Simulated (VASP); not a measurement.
Results of a VASP single-point calculation on GaN (strained zincblende)

POSCAR

```
Ga N
 1.0000000000000000
     0.0000000000000000    2.2714420665000001    2.2714420665000001
     2.2714420665000001    0.0000000000000000    2.2714420665000001
     2.2714420665000001    2.2714420665000001    0.0000000000000000
 Ga  N
   1   1
Cartesian
  0.0000000000000000  0.0000000000000000  0.0000000000000000
  1.1357210332499998  1.1357210332499998  1.1357210332499998
```

The gap between bands v and c is 1.57 eV and the least direct gap is 1.57 eV.

Band v is the last that the valence electrons fill when counted band by band, and c is the next. Levels in eV from the top of v:

```
point    v−1      v     c    c+1
    Γ   0.00   0.00  1.57  10.15
    X  -2.62  -2.62  3.35   6.52
    K  -4.13  -2.11  4.96   7.67
    L  -0.94  -0.94  4.48   8.61
    W  -3.59  -3.52  6.17   8.14
```

Which of these levels of theory gave these results?
A. PBE
B. r²SCAN
C. PBE with spin–orbit coupling
D. PBEsol
E. HSE06
F. LDA
G. PBE0

A.

The INCAR was:

```
LWAVE = .FALSE.
NSW = 0
EDIFF = 1E-7
LCHARG = .FALSE.
NBANDS = 16
NELM = 120
ISMEAR = -1
ENCUT = 520
LREAL = .FALSE.
GGA = PE
PREC = Accurate
LASPH = .TRUE.
ISIF = 2
SIGMA = 0.02
IBRION = -1
```
